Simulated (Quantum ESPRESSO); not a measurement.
# PbO (Litharge): band structure with r2SCAN

PbO (Litharge):

```
Pb O
1.0
     3.99000    0.00000    0.00000
     0.00000    3.99000    0.00000
     0.00000    0.00000    5.01000
Pb O
2 2
Cartesian
  1.9950 0.0000 3.8076
  0.0000 1.9950 1.2024
  1.9950 1.9950 0.0000
  0.0000 0.0000 0.0000
```

| Quantity | Value |
| --- | --- |
| Program | Quantum ESPRESSO 7.5 |
| Task | band structure |
| Functional | r2SCAN |
| Potentials or basis | SG15 PBE 1.2 |
| Cutoff | 1197 eV |
| Density cutoff | 4789 eV |
| k mesh | 5 × 5 × 4 |
| Occupations | fermi-dirac, width 0.05 eV |
| Spin | no spin polarisation |
| Symmetry | off |
| Mixing beta | 0.5 |
| Most SCF iterations | 120 |
| SCF threshold | 1e-08 Ry |

- Pressure: -0.5 GPa
- Largest force: 0.417 eV/Å
- Band gap along the path: 1.58 eV, indirect (least direct gap 2.39 eV)

Forces in eV/Å, atoms in the order of the input:
```
Pb   0.000  0.000  0.417
Pb   0.000  0.000 -0.417
O    0.000  0.000  0.000
O    0.000  0.000  0.000
```

Stress tensor (GPa, compression positive):
```
-0.29  0.00  0.00
 0.00 -0.29  0.00
 0.00  0.00 -1.06
```

Levels at the corners of the path, in eV from the valence-band top:
```csv
point,band 18,band 19,band 20,band 21,band 22,band 23
Γ,-1.45,-1.45,0.00,2.68,5.95,6.06
X,-2.78,-1.57,-1.57,3.71,3.71,7.04
M,-1.75,-0.81,-0.81,1.58,1.58,5.72
Γ,-1.45,-1.45,0.00,2.68,5.95,6.06
Z,-1.48,-1.48,-0.82,2.26,4.36,4.36
R,-2.75,-0.96,-0.95,3.45,3.45,6.69
A,-2.30,-0.81,-0.81,3.95,3.95,5.16
Z,-1.48,-1.48,-0.82,2.26,4.36,4.36
X,-2.78,-1.57,-1.57,3.71,3.71,7.04
R,-2.75,-0.96,-0.95,3.45,3.45,6.69
M,-1.75,-0.81,-0.81,1.58,1.58,5.72
A,-2.30,-0.81,-0.81,3.95,3.95,5.16
```

Run time: 8 min on 2 MPI ranks on Arm Neoverse V2 (shared host), peak memory 0.44 GiB a rank.

Caveat: the potentials were made for another functional, which shifts forces and pressure; spin-orbit coupling is left out, which moves the levels of the heavy elements.
